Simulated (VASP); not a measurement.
Runs of VASP 6.6.1 on ZnS. Symmetry: F-43m, No. 216, cubic system. The conventional cell has a = 5.404 Å, b = 5.404 Å, c = 5.404 Å, α = 90.00°, β = 90.00°, γ = 90.00°. Around Zn (site symmetry -43m) lie 4 S at 2.34 Å. S (site symmetry -43m) is surrounded by 4 Zn at 2.34 Å. 

| task | level | potentials or basis | spin | cell | k mesh | cutoff (eV) | smearing | atoms held fixed (from 0) | gap on the mesh (eV) | pressure (GPa) |
| --- | --- | --- | --- | --- | --- | --- | --- | --- | --- | --- |
| band structure | LAK | VASP PAW PBE potentials, release 64 (Zn, S) | off | as given | 9 × 9 × 9 | 520 | fermi-dirac 0.05 eV | - | (b) | (a) |
| relaxation of the atoms | LDA | VASP PAW LDA potentials, release 64 (Zn, S) | off | atoms relaxed from: atoms moved at random, drawn with an rms of 0.05 Å | 9 × 9 × 9 | 520 | gaussian 0.1 eV | [0] | 1.89 | -4.3 |
| single point | PBEsol | VASP PAW PBE potentials, release 64 (Zn, S) | off | as given | 9 × 9 × 9 | 520 | gaussian 0.1 eV | - | 1.98 | -1.8 |
| single point | r2SCAN+rVV10 | VASP PAW PBE potentials, release 64 (Zn_sv_GW, S_GW) | off | as given | 9 × 9 × 9 | 600 | gaussian 0.01 eV | - | 2.62 | -2.3 |

Question: Fill in the values left out.

Answer: (a) 2.6; (b) 3.17.

Caveats: the PAW data sets were made with another functional, which shifts forces and pressure a little (some runs).

The runs don't all hold the same shells in valence.

Runs at the PBE level aren't shown here.
